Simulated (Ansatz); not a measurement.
## TaN: frozen-core PAW against all-electron methods

```yaml
crystal:
  lattice:
    - [3.04800, 0.00000, 0.00000]
    - [-1.52400, 2.63965, 0.00000]
    - [0.00000, 0.00000, 4.91800]
  atoms:
    - { symbol: Ta, position: [0.00000, 0.00000, 0.00000] }
    - { symbol: Ta, position: [0.00000, 0.00000, 0.50000] }
    - { symbol: N, position: [0.33333, 0.66667, 0.25000] }
    - { symbol: N, position: [0.66667, 0.33333, 0.75000] }
```

Atom numbers follow the list: Ta1, Ta2, N3, N4.

The geometry is COD entry 1523630, unchecked; take it as a test cell.

Spin–orbit coupling is left out, though it moves levels of the heavy atoms by tenths of an eV or more.

All numbers are computed: DFT, PBEsol, PAW with Ansatz's default frozen-core files, scalar-relativistic (Ansatz 0.2.0); DFT, PBEsol, all-electron PAW with datasets made for the crystal, scalar-relativistic (Ansatz 0.2.0); DFT, PBEsol, all-electron LAPW, scalar-relativistic (Ansatz 0.2.0).

For PAW: a Γ-centred 9×9×5 k mesh, Fermi–Dirac smearing of 0.01 eV, cutoff 420 eV, no spin polarisation; the PAW files were made with PBE, and the program remakes their frozen cores for this functional. The crystal-made all-electron datasets (AE datasets) take a cutoff of 500 eV at this cell. LAPW targets a basis error of 0.5 meV/atom. The Ansatz runs share mesh, smearing and spin set-up. Plane-wave (PAW) pressures include the program's estimate of the Pulay term.

Stress and pressure are positive in compression.

Spin–orbit coupling is left out, which moves gradients at and beside heavy atoms by some per cent and at worst by a factor of two.

In a metal, gradients converge slowly with the k mesh: the values move by tens of per cent from one mesh to another, at times in sign, so only the comparison on one mesh counts.

Levels count from the Fermi level.

| quantity | PAW | AE datasets | LAPW |
| --- | --- | --- | --- |
| pressure (GPa) | 48.58 | 47.97 | 47.97 |
| stress xx (GPa) | 20.70 | 20.25 | 20.25 |
| stress zz (GPa) | 104.33 | 103.41 | 103.41 |
| highest filled level at A (eV) | -6.352 | -6.336 | -6.336 |
| lowest empty level at A (eV) | 0.032 | 0.030 | 0.030 |
| highest filled level at L (eV) | -1.524 | -1.522 | -1.522 |
| lowest empty level at L (eV) | 3.032 | 3.026 | 3.026 |
| field gradient Vzz at Ta1 (10²¹ V/m²) | -20.73 | -20.24 | – |
| field gradient Vzz at N3 (10²¹ V/m²) | 0.54 | 0.52 | – |

PAW's pressure differs from the LAPW value by +0.61 GPa.
